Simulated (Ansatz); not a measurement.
B₆As — coordination and ¹¹B quadrupole coupling

Cell: a Materials Project structure (computed, not necessarily an observed phase), taken as it stands.

Space group R-3m:H (No. 166); a = 6.1368, c = 11.8948 Å, γ = 120.00°.

| site | Wyckoff | site symmetry | x | y | z |
| --- | --- | --- | --- | --- | --- |
| B1 | 18h | .m | 0.8968 | 0.7936 | 0.1185 |
| B3 | 18h | .m | 0.1831 | 0.8169 | 0.6387 |
| As | 6c | 3m | 0.0000 | 0.0000 | 0.6006 |

One atom of each set is listed; the run and its k-mesh use a cell of 14 atoms with edges of 5.32, 5.32, 5.32 Å.

Level of theory: DFT, PBEsol, plane waves and PAW, scalar-relativistic, 420 eV cutoff, Γ-centred 6×6×6 k-points, Fermi–Dirac smearing 0.05 eV (Ansatz 0.2.0).

Q(¹¹B) = 40.59 mb.

(1) Order the B environments from the weakest to the strongest quadrupole coupling.
A. B3: 5 B at 1.73–1.81 Å, 1 As at 2.00 Å
B. B1: 6 B at 1.77–1.90 Å

Results:

(1) A (0.277 MHz, η = 0.64), B (1.22 MHz, η = 0.26).

Like point charges on the first shell alone (each adding as 1/d³) would give the same order.
